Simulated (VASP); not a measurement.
# InAs (F-43m) in VASP: a series of runs, part 2 of 2

VASP 6.6.1. The steps go on from the part before.

## 3. Relaxation of volume and atoms at fixed shape, r2SCAN

This run uses another cell than the first one, of 27.49 Å³/atom, 0.965 times its volume.

Contents of POSCAR:

```
InAs
1.0
    0.0000000000      3.0180000000      3.0180000000
    3.0180000000      0.0000000000      3.0180000000
    3.0180000000      3.0180000000      0.0000000000
In As
1 1
Direct
    0.0000000000      0.0000000000      0.0000000000
    0.2500000000      0.2500000000      0.2500000000
```

Contents of INCAR.step1:

```
PREC = Accurate ; ENCUT = 600
ISMEAR = 0 ; SIGMA = 0.01
LREAL = F ; LASPH = T
NELM = 80 ; GGA = PE
ALGO = Normal ; EDIFF = 1E-4
LWAVE = T ; LCHARG = F
```

Contents of INCAR.step2:

```
PREC = Accurate ; ENCUT = 600
EDIFF = 1E-6 ; ISMEAR = 0
SIGMA = 0.01 ; LREAL = F
LASPH = T ; NELM = 80
ALGO = Normal ; ISIF = 8
LWAVE = F ; LCHARG = F
METAGGA = R2SCAN ; LMIXTAU = T
IBRION = 2 ; NSW = 80
EDIFFG = -0.01 ; ISTART = 1
```

Contents of KPOINTS:

```
Automatic mesh
0
Gamma
  5 5 5
```

Potentials or basis: VASP PAW PBE potentials, release 64 (In_d, As).

Run with:

```sh
> cat potpaw_PBE.64/In_d/POTCAR potpaw_PBE.64/As/POTCAR > POTCAR
> cp INCAR.step1 INCAR
> mpirun -np 1 vasp_std > vasp.out
> cp INCAR.step2 INCAR
> mpirun -np 1 vasp_std > vasp.out
```

OUTCAR:

```text
PREC = Accurate
   ENCUT = 600
   EDIFF = 1E-6
   ISMEAR = 0
   LREAL = F
   LASPH = T
   NELM = 80
   ISIF = 8
   METAGGA = R2SCAN
   IBRION = 2
   NSW = 80
   EDIFFG = -0.01
   ISTART = 1

 ion  position               nearest neighbor table
   1  0.000  0.000  0.000-   2 2.61   2 2.61   2 2.61   2 2.61
   2  0.250  0.250  0.250-   1 2.61   1 2.61   1 2.61   1 2.61

  LATTYP: Found a face centered cubic cell.
 ALAT       =     6.0360000000

  Lattice vectors:

 A1 = (   0.0000000000,   3.0180000000,   3.0180000000)
 A2 = (   3.0180000000,   0.0000000000,   3.0180000000)
 A3 = (   3.0180000000,   3.0180000000,   0.0000000000)

Analysis of symmetry for initial positions (statically):
=====================================================================
 Subroutine PRICEL returns:
 Original cell was already a primitive cell.

 Routine SETGRP: Setting up the symmetry group for a
 face centered cubic supercell.
[... 172 lines left out ...]
      8       4.3459      2.00000
      9       4.3459      2.00000
     10       4.6217      0.00000
     11       8.6109      0.00000
     12       8.6109      0.00000
     13       8.6109      0.00000
[... 213 lines left out ...]
--------------------------------------- Ionic step        3  -------------------------------------------

 number of electron      18.0000001 magnetization

 Free energy of the ion-electron system (eV)
  ---------------------------------------------------
  ext. energy  EPLUGINS =         0.00000000
  ---------------------------------------------------
  free energy    TOTEN  =       -38.01920063 eV

  energy without entropy =      -38.01920063  energy(sigma->0) =      -38.01920063

 E-fermi :   4.0166     XC(G=0):  -9.5076

 val. band max:        3.9793018485   @ k =   0.0000   0.0000   0.0000
 cond. band min:       4.0524737878   @ k =   0.0000   0.0000   0.0000
 fundamental gap:      0.0731719393
 Fermi energy:         4.0166172957

 k-point     1 :       0.0000    0.0000    0.0000
  band No.  band energies     occupation
      1     -10.8360      2.00000
      2     -10.8360      2.00000
      3     -10.8360      2.00000
      4     -10.7024      2.00000
      5     -10.7024      2.00000
      6      -8.1166      2.00000
      7       3.9793      2.00000
      8       3.9793      2.00000
      9       3.9793      2.00000
     10       4.0525      0.00000
     11       8.2249      0.00000
     12       8.2249      0.00000
     13       8.2249      0.00000
[... 171 lines left out ...]
  FREE ENERGIE OF THE ION-ELECTRON SYSTEM (eV)
  ---------------------------------------------------
  free  energy   TOTEN  =       -38.0192006346 eV

  energy  without entropy=      -38.0192006343  energy(sigma->0) =      -38.01920063

 reached required accuracy - stopping structural energy minimisation
```

OUTCAR.step1:

```text
PREC = Accurate
   ENCUT = 600
   ISMEAR = 0
   LREAL = F
   LASPH = T
[... 364 lines left out ...]
 -----------------------------------------------------------------------------------
      0.00000      0.00000      0.00000         0.000000      0.000000      0.000000
      1.50900      1.50900      1.50900        -0.000000     -0.000000     -0.000000
 -----------------------------------------------------------------------------------
    total drift:                               -0.000000     -0.000000     -0.000000

  FREE ENERGIE OF THE ION-ELECTRON SYSTEM (eV)
  ---------------------------------------------------
  free  energy   TOTEN  =        -7.6159345453 eV

  energy  without entropy=       -7.6158111354  energy(sigma->0) =       -7.61587284
```

Run time: 6.2 min. Hardware: 1 thread of Intel Xeon 8259CL, shared host; peak memory 0.23 GiB.

What came out:

```
Free energy                            : -38.0192 eV
Relaxed volume                         : 28.51 Å³/atom
Relaxed cell                           : a = 4.320 Å, b = 4.320 Å, c = 4.320 Å, α = 60.00°, β = 60.00°, γ = 60.00°
Space group after relaxing (to 0.05 Å) : F-43m (No. 216)
Energy gained by relaxing              : 6.9 meV/atom
Ionic steps                            : 3
Pressure after relaxing                : 0.0 GPa
Band gap on the k mesh                 : 0.07 eV, direct
```

Step by step:
| step | energy change (eV) | largest force (eV/Å) | pressure (GPa) | volume (Å³) |
| --- | --- | --- | --- | --- |
| 1 | 0.0000 | 0.0000 | 2.29 | 54.98 |
| 2 | -0.0103 | 0.0000 | -0.89 | 58.16 |
| 3 | -0.0138 | 0.0000 | -0.04 | 57.02 |

Final structure:
```
In As
1.0
     0.00000    3.05498    3.05498
     3.05498    0.00000    3.05498
     3.05498    3.05498    0.00000
In As
1 1
Direct
  0.00000 0.00000 0.00000
  0.25000 0.25000 0.25000
```

Levels at points of the mesh, in eV from the valence-band top:
```csv
k point,band 6,band 7,band 8,band 9,band 10,band 11,band 12,band 13
"(0.00, 0.00, 0.00)",-12.10,0.00,0.00,0.00,0.07,4.25,4.25,4.25
```

Caveat: the PAW data sets were made with another functional, which shifts forces and pressure a little; spin-orbit coupling is left out, which moves the levels of the heavy elements. Zero-point motion and thermal expansion aren't in these numbers.

## 4. Comparison with measurements

Step 2. Against the measured gap of InAs, 0.418 eV (direct; 4.2 K; a printed reference work, data compilation), the calculated 0.08 eV is off by -0.34 eV. Spin-orbit coupling on As, In is left out. The value is that of r2SCAN, without temperature or zero-point motion.
